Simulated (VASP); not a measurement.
From VASP inputs to Ansatz: InP (strained zincblende)

INCAR

```
EDIFF = 1E-7
NBANDS = 16
LCHARG = .FALSE.
ISIF = 2
IBRION = -1
LREAL = .FALSE.
SIGMA = 0.02
NSW = 0
ENCUT = 520
LWAVE = .FALSE.
LASPH = .TRUE.
NELM = 120
PREC = Accurate
ISMEAR = -1
GGA = PE
```

KPOINTS

```
KPOINTS created by Atomic Simulation Environment
0
Gamma
8 8 8
0 0 0
```

KPOINTS_OPT

```
special points
6
Reciprocal
0.0000000000 0.0000000000 0.0000000000 1
-0.5000000000 -0.5000000000 0.0000000000 1
-0.3750000000 -0.3750000000 0.2500000000 1
-0.3750000000 0.0000000000 0.3750000000 1
0.0000000000 0.0000000000 0.5000000000 1
-0.5000000000 -0.2500000000 0.2500000000 1
```

POSCAR

```
In P
 1.0000000000000000
     0.0000000000000000    2.8356361294000001    2.8356361294000001
     2.8356361294000001    0.0000000000000000    2.8356361294000001
     2.8356361294000001    2.8356361294000001    0.0000000000000000
 In  P
   1   1
Cartesian
  0.0000000000000000  0.0000000000000000  0.0000000000000000
  1.4178180647000000  1.4178180647000000  1.4178180647000000
```

VASP ran with the recommended PBE PAW datasets (18 valence electrons in the cell).

Question: Write an Ansatz input for this cell and level of theory.

Answer: 

```yaml
crystal:
  lattice:
    - [0.0, 2.8356361294, 2.8356361294]
    - [2.8356361294, 0.0, 2.8356361294]
    - [2.8356361294, 2.8356361294, 0.0]
  atoms:
    - { symbol: In, position: [0.0, 0.0, 0.0] }
    - { symbol: P, position: [0.25, 0.25, 0.25] }
kpoints:
  mp_grid: { grid: [8, 8, 8] }
  band_path:
    path:
      - [0.0, 0.0, 0.0]
      - [-0.5, -0.5, 0.0]
      - [-0.375, -0.375, 0.25]
      - [-0.375, 0.0, 0.375]
      - [0.0, 0.0, 0.5]
      - [-0.5, -0.25, 0.25]
    npoints: 1
hamiltonian:
  xc: pbe
scf:
  occupations: { method: fermi_dirac, width: 0.02 }
  n_extra_bands: 4
output:
  forces: true
  stress: true
  eigenvalues: true
```

Other inputs would serve too.

|  | VASP | Ansatz |
| --- | --- | --- |
| gap between bands v and c | 1.24 eV | 1.25 eV |
| least direct gap | 1.24 eV | 1.25 eV |
| pressure | 12.4 GPa | 12.5 GPa |

The two codes use different PAW datasets and cutoffs. VASP's cell holds 18 valence electrons and Ansatz's 18. Ansatz's stress includes a Pulay correction; VASP's doesn't.
